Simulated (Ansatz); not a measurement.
Crystal: Ta.

```
CELL_PARAMETERS angstrom
-1.65128 1.65128 1.65128
1.65128 -1.65128 1.65128
1.65128 1.65128 -1.65128
ATOMIC_POSITIONS crystal
Ta 0.00000 0.00000 0.00000
```

| Property | Result |
| --- | --- |
| Program | Ansatz 0.2.0 |
| Task | relaxation of cell and atoms |
| Functional | PBEsol |
| Dispersion | D3(BJ) |
| Potentials or basis | all-electron LAPW, scalar-relativistic |
| Basis error allowed | 0.001 eV/atom |
| k mesh | 11 × 11 × 11 |
| Occupations | fermi-dirac, width 0.05 eV |
| Spin | no spin polarisation |

At the start: volume 18.01 Å³/atom.

**Question.** Where does the relaxation end?

**Answer.** Over 4 steps the energy falls by 33.7 meV/atom and the volume is 17.07 Å³/atom (-5.2 %); space group Im-3m (No. 229, to 0.05 Å).

The path:
| step | energy change (eV) | largest force (eV/Å) | volume (Å³) |
| --- | --- | --- | --- |
| 1 | 0.0000 | 0.0000 | 18.01 |
| 2 | -0.0330 | 0.0000 | 17.20 |
| 3 | -0.0337 | 0.0000 | 17.07 |
| 4 | -0.0337 | 0.0000 | 17.07 |

Final structure:
```xyz
1
Lattice="-1.6220 1.6220 1.6220 1.6220 -1.6220 1.6220 1.6220 1.6220 -1.6220" Properties=species:S:1:pos:R:3 pbc="T T T"
Ta    0.0000    0.0000    0.0000
```
